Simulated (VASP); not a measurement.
Runs of VASP 6.6.1 on SnS. Symmetry: Pnma, No. 62, orthorhombic system. The conventional cell has a = 11.102 Å, b = 3.986 Å, c = 4.230 Å, α = 90.00°, β = 90.00°, γ = 90.00°. Sn (site symmetry m) is surrounded by 3 S at 2.63 to 2.68 Å. S (site symmetry m) is surrounded by 3 Sn at 2.63 to 2.68 Å. 

```tsv
level	potentials or basis	spin	k mesh	further INCAR settings	gap on the mesh (eV)	pressure (GPa)	largest force (eV/Å)
TB-mBJ	VASP PAW PBE potentials, release 64 (Sn_d, S)	off	4 × 8 × 6	ALGO = Normal; EDIFF = 1e-07	1.06	-	-
PBE	VASP PAW PBE potentials, release 64 (Sn_d, S)	off	4 × 8 × 6	ALGO = Fast; EDIFF = 1e-07	0.77	3.2	0.07
PBE	VASP PAW PBE potentials, release 64 (Sn_d, S)	SOC, no magnetisation	2 × 6 × 6	ALGO = Fast; EDIFF = 1e-07	-	3.2	0.05
LDA	VASP PAW LDA potentials, release 64 (Sn_d, S)	off	4 × 8 × 6	ALGO = Fast; EDIFF = 1e-07	0.73	(a)	0.09
r2SCAN	VASP PAW PBE potentials, release 64 (Sn_d, S)	off	4 × 8 × 6	ALGO = Normal; EDIFF = 1e-07	(b)	2.0	0.17
```

Alike in all rows: task band structure; cell as given; cutoff (eV) 520; smearing gaussian 0.03 eV.

Q: Estimate the missing entries.

A: (a) -1.7; (b) 0.87.

Caveats: spin-orbit coupling is left out, which moves the levels of the heavy elements (some runs); the mesh misses the band edges, which the band path finds closer together (some runs); the PAW data sets were made with another functional, which shifts forces and pressure a little (some runs).

A k mesh can miss the band edges, and rows without SOC leave out spin-orbit coupling on Sn.
